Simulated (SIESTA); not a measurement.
Crystal: In.

```
In
1.0
    -1.62547    1.62547    2.47370
     1.62547   -1.62547    2.47370
     1.62547    1.62547   -2.47370
In
1
Direct
  0.00000 0.00000 0.00000
```

Base run:

```yaml
Program: SIESTA 5.4.2
Functional: LDA
Potentials_or_basis: PseudoDojo 0.4 standard (LDA files)
Basis: DZP (energy shift 0.003 Ry; two zetas on semicore shells)
Grid_cutoff: 500 Ry
Energy_shift: 0.003 Ry
k_mesh: 11 × 11 × 11
Occupations: fermi-dirac, width 0.05 eV
Spin: no spin polarisation
```

Its results: band gap on the k mesh none (metal or under the smearing width); pressure -2.2 GPa.

Task: The run is repeated on the same cell with these changes: functional from LDA to PBE; potentials or basis from PseudoDojo 0.4 standard (LDA files) to PseudoDojo 0.4 standard (PBE files). What comes out?

Result: Band gap on the k mesh none (metal or under the smearing width); pressure 2.4 GPa.

Caveats: the basis of atomic orbitals isn't converged, which shifts pressures, moduli and gaps.

Not every run made on this cell is shown here.
